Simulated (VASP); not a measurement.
# GaSb (F-43m) in VASP: band structure with PBE

Aim: the band structure of GaSb with PBE.

Everything below comes from runs of VASP 6.6.1. Logs are shortened: lines on timing, memory, paths and dates and some standing lists are left out, and cuts for length are marked.

### 1 The structure

The structure is cubic, space group F-43m (No. 216). Conventional cell: a = 6.248 Å, b = 6.248 Å, c = 6.248 Å, α = 90.00°, β = 90.00°, γ = 90.00°. Around Ga (site symmetry -43m) lie 4 Sb at 2.71 Å. Sb (site symmetry -43m) is surrounded by 4 Ga at 2.71 Å.

### 2 Band structure, PBE

Input file POSCAR:

```
GaSb                                    
1.0
    0.0000000000      3.1238850184      3.1238850184
    3.1238850184     -0.0000000000      3.1238850184
    3.1238850184      3.1238850184      0.0000000000
  Ga              Sb            
     1     1
Direct
     1.0000000000000000    0.0000000000000000    0.0000000000000000
     0.2500000000000000    0.2500000000000000    0.2500000000000000
```

Input file INCAR.step1:

```
SYSTEM = GaSb
  ALGO = Normal
  EDIFF = 1E-7
  ENCUT = 520
  GGA = PE
  ISIF = 2
  ISMEAR = 0
  LASPH = .TRUE.
  LCHARG = .TRUE.
  LREAL = .FALSE.
  LWAVE = .FALSE.
  NELM = 60
  PREC = Accurate
  SIGMA = 0.02
```

Input file KPOINTS.step1:

```
k-points
0
G
  4 4 4
  0 0 0
```

Input file INCAR.step2:

```
SYSTEM = GaSb
  ALGO = Normal
  EDIFF = 1E-7
  ENCUT = 520
  GGA = PE
  ICHARG = 11
  ISIF = 2
  ISMEAR = 0
  LASPH = .TRUE.
  LCHARG = .FALSE.
  LREAL = .FALSE.
  LWAVE = .FALSE.
  NELM = 60
  PREC = Accurate
  SIGMA = 0.05
```

Input file KPOINTS.step2:

```
path GXWKGLUWLK,UX
10
line-mode
reciprocal
 0.0000000000  0.0000000000  0.0000000000  G
 0.5000000000  0.0000000000  0.5000000000  X

 0.5000000000  0.0000000000  0.5000000000  X
 0.5000000000  0.2500000000  0.7500000000  W

 0.5000000000  0.2500000000  0.7500000000  W
 0.3750000000  0.3750000000  0.7500000000  K

 0.3750000000  0.3750000000  0.7500000000  K
 0.0000000000  0.0000000000  0.0000000000  G

 0.0000000000  0.0000000000  0.0000000000  G
 0.5000000000  0.5000000000  0.5000000000  L

 0.5000000000  0.5000000000  0.5000000000  L
 0.6250000000  0.2500000000  0.6250000000  U

 0.6250000000  0.2500000000  0.6250000000  U
 0.5000000000  0.2500000000  0.7500000000  W

 0.5000000000  0.2500000000  0.7500000000  W
 0.5000000000  0.5000000000  0.5000000000  L

 0.5000000000  0.5000000000  0.5000000000  L
 0.3750000000  0.3750000000  0.7500000000  K

 0.6250000000  0.2500000000  0.6250000000  U
 0.5000000000  0.0000000000  0.5000000000  X
```

Potentials or basis: VASP PAW PBE potentials, release 64 (Ga_d, Sb).

Started as:

```bash
$ cat potpaw_PBE.64/Ga_d/POTCAR potpaw_PBE.64/Sb/POTCAR > POTCAR
$ cp INCAR.step1 INCAR
$ cp KPOINTS.step1 KPOINTS
$ mpirun -np 1 vasp_std > vasp.out
$ cp INCAR.step2 INCAR
$ cp KPOINTS.step2 KPOINTS
$ mpirun -np 1 vasp_std > vasp.out
```

OUTCAR:

```text
SYSTEM = GaSb
   EDIFF = 1E-7
   ENCUT = 520
   GGA = PE
   ICHARG = 11
   ISIF = 2
   ISMEAR = 0
   LASPH = .TRUE.
   LREAL = .FALSE.
   NELM = 60
   PREC = Accurate

 ion  position               nearest neighbor table
   1  0.000  0.000  0.000-   2 2.71   2 2.71   2 2.71   2 2.71
   2  0.250  0.250  0.250-   1 2.71   1 2.71   1 2.71   1 2.71

  LATTYP: Found a face centered cubic cell.
 ALAT       =     6.2477700368

  Lattice vectors:

 A1 = (   0.0000000000,   3.1238850184,   3.1238850184)
 A2 = (   3.1238850184,   0.0000000000,   3.1238850184)
 A3 = (   3.1238850184,   3.1238850184,   0.0000000000)

Analysis of symmetry for initial positions (statically):
=====================================================================
 Subroutine PRICEL returns:
 Original cell was already a primitive cell.

 Routine SETGRP: Setting up the symmetry group for a
 face centered cubic supercell.

 Subroutine GETGRP returns: Found 24 space group operations
 (whereof 24 operations were pure point group operations)
 out of a pool of 48 trial point group operations.

The static configuration has the point symmetry T_d .

Analysis of symmetry for dynamics (positions and initial velocities):
=====================================================================
 Subroutine PRICEL returns:
 Original cell was already a primitive cell.

 Routine SETGRP: Setting up the symmetry group for a
 face centered cubic supercell.

 Subroutine GETGRP returns: Found 24 space group operations
 (whereof 24 operations were pure point group operations)
 out of a pool of 48 trial point group operations.

The dynamic configuration has the point symmetry T_d .

 Subroutine INISYM returns: Found 24 space group operations
 (whereof 24 operations are pure point group operations),
 and found     1 'primitive' translations

----------------------------------------------------------------------------------------

                                     Primitive cell

  volume of cell :      60.9698

  direct lattice vectors                    reciprocal lattice vectors
     0.000000000  3.123885018  3.123885018    -0.160057107  0.160057107  0.160057107
     3.123885018  0.000000000  3.123885018     0.160057107 -0.160057107  0.160057107
     3.123885018  3.123885018  0.000000000     0.160057107  0.160057107 -0.160057107

  length of vectors
     4.417840560  4.417840560  4.417840560     0.277227042  0.277227042  0.277227042

  position of ions in fractional coordinates (direct lattice)
     0.000000000  0.000000000  0.000000000
     0.250000000  0.250000000  0.250000000

  ion indices of the primitive-cell ions
   primitive index   ion index
                 1           1
                 2           2

----------------------------------------------------------------------------------------

 KPOINTS: path GXWKGLUWLK,UX

Interpolating k-points between supplied coordinates.

 Line segments in fractional coordinates (reciprocal lattice):
    0.000000  0.000000  0.000000  ...  0.500000  0.000000  0.500000
    0.500000  0.000000  0.500000  ...  0.500000  0.250000  0.750000
    0.500000  0.250000  0.750000  ...  0.375000  0.375000  0.750000
    0.375000  0.375000  0.750000  ...  0.000000  0.000000  0.000000
    0.000000  0.000000  0.000000  ...  0.500000  0.500000  0.500000
    0.500000  0.500000  0.500000  ...  0.625000  0.250000  0.625000
    0.625000  0.250000  0.625000  ...  0.500000  0.250000  0.750000
    0.500000  0.250000  0.750000  ...  0.500000  0.500000  0.500000
    0.500000  0.500000  0.500000  ...  0.375000  0.375000  0.750000
    0.625000  0.250000  0.625000  ...  0.500000  0.000000  0.500000

 Generated    10 points on each line segment, for a total of    100 k-points:

 Following reciprocal coordinates:
            Coordinates               Weight
  0.000000  0.000000  0.000000      0.010000
  0.055556  0.000000  0.055556      0.010000
  0.111111  0.000000  0.111111      0.010000
  0.166667  0.000000  0.166667      0.010000
  0.222222  0.000000  0.222222      0.010000
  0.277778  0.000000  0.277778      0.010000
[... 16 lines left out ...]
  0.472222  0.277778  0.750000      0.010000
  0.458333  0.291667  0.750000      0.010000
 [... further k-points ...]
   k-points           NKPTS =    100   k-points in BZ     NKDIM =    100   number of bands    NBANDS=     13
   number of dos      NEDOS =    301   number of ions     NIONS =      2
   total plane-waves  NPLWV =  46656
   dimension x,y,z NGX =    36 NGY =   36 NGZ =   36
   dimension x,y,z NGXF=    72 NGYF=   72 NGZF=   72
   ions per type =               1   1
   NGX,Y,Z   is equivalent  to a cutoff of  13.55, 13.55, 13.55 a.u.
   NGXF,Y,Z  is equivalent  to a cutoff of  27.09, 27.09, 27.09 a.u.
 SYSTEM =  GaSb
   PREC   = accura    normal or accurate (medium, high low for compatibility)
   ISTART =      0    job   : 0-new  1-cont  2-samecut
   ICHARG =     11    charge: 1-file 2-atom 10-const
   ISPIN  =      1    spin polarized calculation?
   LNONCOLLINEAR =      F non collinear calculations
   LSORBIT =      F    spin-orbit coupling
   LASPH  =      T    aspherical Exc in radial PAW
   ENCUT  =  520.0 eV  38.22 Ry    6.18 a.u.   8.21  8.21  8.21*2*pi/ulx,y,z
   NELM   =     60;   NELMIN=  2; NELMDL=  0     # of ELM steps
   EDIFF  = 0.1E-06   stopping-criterion for ELM
   LREAL  =      F    real-space projection
   EDIFFG = 0.1E-05   stopping-criterion for IOM
   NSW    =      0    number of steps for IOM
   IBRION =     -1    ionic relax: 0-MD 1-quasi-New 2-CG
   NFREE  =      0    steps in history (QN), initial steepest desc. (CG)
   ISIF   =      2    stress and relaxation
   ISYM   =      2    0-nonsym 1-usesym 2-fastsym
   POTIM  = 0.5000    time-step for ionic-motion
   TEBEG  =    0.0;   TEEND  =   0.0 temperature during run
   PSTRESS=    0.0 pullay stress
   NELECT =      18.0000    total number of electrons
   NUPDOWN=      -1.0000    fix difference up-down
   EMIN   =  10.00;   EMAX   =-10.00  energy-range for DOS
   EFERMI =   0.00;   METHOD = LEGACY
   ISMEAR =     0;   SIGMA  =   0.05  broadening in eV -4-tet -1-fermi 0-gaus
   EFERMI_NEDOS =   21; number of points for ismear=-14 and -15
   IALGO  =     38    algorithm
   IMIX   =      4    mixing-type and parameters
     AMIX     =   0.40;   BMIX     =  1.00
     AMIX_MAG =   1.60;   BMIX_MAG =  1.00
  volume/ion in A,a.u.               =      30.48       205.72
  Fermi-wavevector in a.u.,A,eV,Ry     =   1.090086  2.059963 16.167623  1.188287
  Thomas-Fermi vector in A             =   2.226303
   LORBIT       =      0    0 simple, 1 ext, 2 COOP (PROOUT), +10 PAW based schemes
   GGA     = PE    functional components
   LHFCALC =     F    Hartree Fock is set to
   AEXX    =    0.0000 exact exchange contribution
   IVDW    =     0    specifies the selected vdW correction
   LEPSILON=     F    determine dielectric tensor
   LRPA    =     F    only Hartree local field effects (RPA)
 non-spin polarized calculation
 Gauss-broadening in eV      SIGMA  =   0.05
  energy-cutoff  :      520.00
  volume of cell :       60.97
 maximum number of plane-waves:      1676
 NGX is ok and might be reduce to    36

 number of electron      17.9999994 magnetization

 Free energy of the ion-electron system (eV)
  ---------------------------------------------------
  ext. energy  EPLUGINS =         0.00000000
  ---------------------------------------------------
  free energy    TOTEN  =        -7.45954070 eV

  energy without entropy =       -7.45706395  energy(sigma->0) =       -7.45830232

 E-fermi :   4.3058     XC(G=0):  -8.7862

 val. band max:        4.2888771341   @ k =   0.0000   0.0000   0.0000
 cond. band min:       4.5582548121   @ k =   0.5000   0.5000   0.5000
 fundamental gap:      0.2693776779
 Fermi energy:         4.3057953643

 k-point     1 :       0.0000    0.0000    0.0000
  band No.  band energies     occupation
      1     -10.6557      2.00000
      2     -10.6557      2.00000
      3     -10.6557      2.00000
      4     -10.6149      2.00000
      5     -10.6149      2.00000
      6      -6.7683      2.00000
      7       3.8839      2.00000
      8       4.2889      1.36774
      9       4.2889      1.36772
     10       4.2889      1.36772
     11       7.0564      0.00000
     12       7.0564      0.00000
     13       7.0564      0.00000

 k-point     2 :       0.0556    0.0000    0.0556
  band No.  band energies     occupation
      1     -10.6569      2.00000
      2     -10.6552      2.00000
      3     -10.6552      2.00000
      4     -10.6151      2.00000
      5     -10.6148      2.00000
      6      -6.7290      2.00000
      7       3.1896      2.00000
      8       4.1363      2.00000
      9       4.1363      2.00000
     10       4.9528      0.00000
     11       6.9379      0.00000
     12       7.2607      0.00000
     13       7.2607      0.00000

 k-point     3 :       0.1111    0.0000    0.1111
  band No.  band energies     occupation
      1     -10.6602      2.00000
      2     -10.6535      2.00000
      3     -10.6535      2.00000
      4     -10.6157      2.00000
      5     -10.6145      2.00000
      6      -6.6117      2.00000
      7       2.3299      2.00000
      8       3.7784      2.00000
      9       3.7784      2.00000
     10       5.6505      0.00000
     11       6.7222      0.00000
     12       7.7726      0.00000
     13       7.7726      0.00000

 k-point     4 :       0.1667    0.0000    0.1667
  band No.  band energies     occupation
      1     -10.6652      2.00000
      2     -10.6510      2.00000
      3     -10.6510      2.00000
      4     -10.6168      2.00000
      5     -10.6140      2.00000
      6      -6.4188      2.00000
      7       1.4787      2.00000
      8       3.3575      2.00000
      9       3.3575      2.00000
     10       5.8841      0.00000
     11       6.7729      0.00000
     12       8.4462      0.00000
     13       8.4462      0.00000

 k-point     5 :       0.2222    0.0000    0.2222
  band No.  band energies     occupation
      1     -10.6711      2.00000
      2     -10.6478      2.00000
      3     -10.6478      2.00000
      4     -10.6181      2.00000
      5     -10.6135      2.00000
      6      -6.1546      2.00000
      7       0.6505      2.00000
      8       2.9506      2.00000
      9       2.9506      2.00000
     10       5.6954      0.00000
     11       6.9265      0.00000
     12       9.1999      0.00000
     13       9.1999      0.00000
[... 257 lines left out ...]
 k-point    22 :       0.4861    0.2639    0.7500
  band No.  band energies     occupation
      1     -10.6852      2.00000
      2     -10.6427      2.00000
      3     -10.6375      2.00000
      4     -10.6196      2.00000
      5     -10.6143      2.00000
      6      -4.5201      2.00000
      7      -2.1485      2.00000
      8       1.1961      2.00000
      9       1.4540      2.00000
     10       7.6409      0.00000
     11       8.3261      0.00000
     12       8.8224      0.00000
     13       9.1021      0.00000

 k-point    23 :       0.4722    0.2778    0.7500
  band No.  band energies     occupation
      1     -10.6852      2.00000
      2     -10.6426      2.00000
      3     -10.6376      2.00000
      4     -10.6196      2.00000
      5     -10.6142      2.00000
      6      -4.5310      2.00000
      7      -2.1414      2.00000
      8       1.1573      2.00000
      9       1.5376      2.00000
     10       7.3813      0.00000
     11       8.2156      0.00000
     12       9.0928      0.00000
     13       9.2638      0.00000

 k-point    24 :       0.4583    0.2917    0.7500
  band No.  band energies     occupation
      1     -10.6853      2.00000
      2     -10.6424      2.00000
      3     -10.6377      2.00000
      4     -10.6198      2.00000
      5     -10.6141      2.00000
      6      -4.5458      2.00000
      7      -2.1327      2.00000
      8       1.1136      2.00000
      9       1.6521      2.00000
     10       7.0470      0.00000
     11       8.1661      0.00000
     12       9.3660      0.00000
     13       9.4793      0.00000

 [... further k-points ...]

------------------------ aborting loop because EDIFF is reached ----------------------------------------

  FORCE on cell =-STRESS in cart. coord.  units (eV):
  Direction    XX          YY          ZZ          XY          YZ          ZX
  --------------------------------------------------------------------------------------
  -------------------------------------------------------------------------------------
  Total       -0.1052527     -0.1052527     -0.1052527      0.0000000      0.0000000     -0.0000000
  in kB       -2.7658508     -2.7658508     -2.7658508      0.0000000      0.0000000     -0.0000000
  external PRESSURE =      -2.7658508 kB  Pullay stress =       0.0000000 kB

 VOLUME and BASIS-vectors are now :
 -----------------------------------------------------------------------------
  energy-cutoff  :      520.00
  volume of cell :       60.97
      direct lattice vectors                 reciprocal lattice vectors
     0.000000000  3.123885018  3.123885018    -0.160057107  0.160057107  0.160057107
     3.123885018  0.000000000  3.123885018     0.160057107 -0.160057107  0.160057107
     3.123885018  3.123885018  0.000000000     0.160057107  0.160057107 -0.160057107

 POSITION                                       TOTAL-FORCE (eV/Angst)
 -----------------------------------------------------------------------------------
      0.00000      0.00000      0.00000        -0.000000     -0.000000      0.000000
      1.56194      1.56194      1.56194         0.000000      0.000000     -0.000000
 -----------------------------------------------------------------------------------
    total drift:                                0.000001      0.000001      0.000001

  FREE ENERGIE OF THE ION-ELECTRON SYSTEM (eV)
  ---------------------------------------------------
  free  energy   TOTEN  =        -7.4595406978 eV

  energy  without entropy=       -7.4570639458  energy(sigma->0) =       -7.45830232
```

Wall time 44 s (1 thread of Intel Xeon Platinum 8259CL at 2.50GHz (Skylake/Cascade Lake), shared host); peak memory 0.25 GiB.

What came out:

```
Band gap along the path : none (metal or under the smearing width)
```

Levels at the corners of the path, in eV from the Fermi level:
```csv
point,band 5,band 6,band 7,band 8,band 9,band 10,band 11,band 12,band 13
Γ,-14.91,-11.06,-0.41,-0.01,-0.01,-0.01,2.76,2.76,2.76
X,-14.91,-8.85,-6.56,-2.38,-2.38,0.95,1.35,8.26,8.26
X,-14.91,-8.85,-6.56,-2.38,-2.38,0.95,1.35,8.26,8.26
W,-14.91,-8.81,-6.45,-3.08,-2.87,3.43,4.24,4.29,4.74
W,-14.91,-8.81,-6.45,-3.08,-2.87,3.43,4.24,4.29,4.74
K,-14.91,-8.91,-6.40,-3.32,-2.02,1.43,3.76,6.32,6.55
K,-14.91,-8.91,-6.40,-3.32,-2.02,1.43,3.76,6.32,6.55
Γ,-14.91,-11.06,-0.41,-0.01,-0.01,-0.01,2.76,2.76,2.76
Γ,-14.91,-11.06,-0.41,-0.01,-0.01,-0.01,2.76,2.76,2.76
L,-14.91,-9.59,-6.09,-1.07,-1.07,0.26,3.72,3.72,6.49
L,-14.91,-9.59,-6.09,-1.07,-1.07,0.26,3.72,3.72,6.49
U,-14.91,-8.91,-6.40,-3.32,-2.02,1.43,3.76,6.32,6.55
U,-14.91,-8.91,-6.40,-3.32,-2.02,1.43,3.76,6.32,6.55
W,-14.91,-8.81,-6.45,-3.08,-2.87,3.43,4.24,4.29,4.74
W,-14.91,-8.81,-6.45,-3.08,-2.87,3.43,4.24,4.29,4.74
L,-14.91,-9.59,-6.09,-1.07,-1.07,0.26,3.72,3.72,6.49
L,-14.91,-9.59,-6.09,-1.07,-1.07,0.26,3.72,3.72,6.49
K,-14.91,-8.91,-6.40,-3.32,-2.02,1.43,3.76,6.32,6.55
U,-14.91,-8.91,-6.40,-3.32,-2.02,1.43,3.76,6.32,6.55
X,-14.91,-8.85,-6.56,-2.38,-2.38,0.95,1.35,8.26,8.26
```

Caveat: the k mesh is coarse (spacing up to 0.44 Å⁻¹), so the values aren't converged; the log is that of the step along the path at fixed density, whose energy, stress, charges and moments have no meaning; spin-orbit coupling is left out, which moves the levels of the heavy elements; this crystal is a semiconductor, whose small gap the functional closes, so the metal is an error of the method.
